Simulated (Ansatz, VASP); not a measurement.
# Two plane-wave programs on Pb

INCAR

```
SYSTEM = Pb
ALGO     = Normal         ! electronic algorithm
EDIFF    = 1E-7           ! SCF threshold, eV
ENCUT    = 520            ! plane-wave cutoff, eV
GGA      = PE             ! functional
ISIF     = 2              ! what is computed and relaxed
ISMEAR   = -1             ! smearing method
LASPH    = .TRUE.         ! aspherical terms in the spheres
LCHARG   = .TRUE.         ! write CHGCAR
LELF     = .TRUE.         ! ELF
LREAL    = .FALSE.        ! projectors in reciprocal space
LVHAR    = .TRUE.       
LWAVE    = .FALSE.        ! write WAVECAR
NBANDS   = 21             ! bands
NELM     = 80             ! most SCF steps
PREC     = Accurate       ! precision mode
SIGMA    = 0.05           ! smearing width, eV
```

KPOINTS

```
k-points
0
G
  9 9 5
  0 0 0
```

The input POSCAR:

```
Pb
1.0
    3.4800000000      0.0000000000      0.0000000000
   -1.7400000000      3.0137684052      0.0000000000
    0.0000000000      0.0000000000      5.5900000000
Pb
2
Direct
    0.6666666667      0.3333333333      0.7500000000
    0.3333333333      0.6666666667      0.2500000000
```

File input.yaml:

```yaml
crystal:
  lattice:
    - [3.48, 0.0, 0.0]
    - [-1.74, 3.0137684052, 0.0]
    - [0.0, 0.0, 5.59]
  atoms:
    - { symbol: Pb, position: [0.6666666667, 0.3333333333, 0.75] }
    - { symbol: Pb, position: [0.3333333333, 0.6666666667, 0.25] }
hamiltonian:
  xc: pbe
  pseudopotentials: { kind: paw }
kpoints:
  mp_grid: { grid: [9, 9, 5] }
scf:
  occupations: { method: fermi_dirac, width: 0.05 }
output:
  forces: true
  stress: true
  eigenvalues: true
```

This isn't the form of Pb at room conditions, which is fcc.

Alike in both runs: task single point; functional PBE; k mesh 9 × 9 × 5; occupations fermi-dirac, width 0.05 eV; no spin polarisation.

|  | VASP | Ansatz |
| --- | --- | --- |
| version | VASP 6.6.1 | Ansatz 0.2.0 |
| potentials or method | VASP PAW PBE potentials, release 64 (Pb_d) | Ansatz PAW |
| plane-wave cutoff (eV) | 520 | 420 |
| valence electrons in the cell | 28 | 28 |

|  | VASP | Ansatz | Ansatz less VASP |
| --- | --- | --- | --- |
| gap on the k mesh at the Fermi level (eV) | none | none | - |
| pressure (GPa) | 4.1 | 4.1 | +0.07 |
| largest component of the traceless stress (GPa) | 2.58 | 2.59 | +0.016 |

A gap of «none» marks a metal or a gap that the smearing closes.

The runs have no spin-orbit coupling, so splittings on Pb are missing.
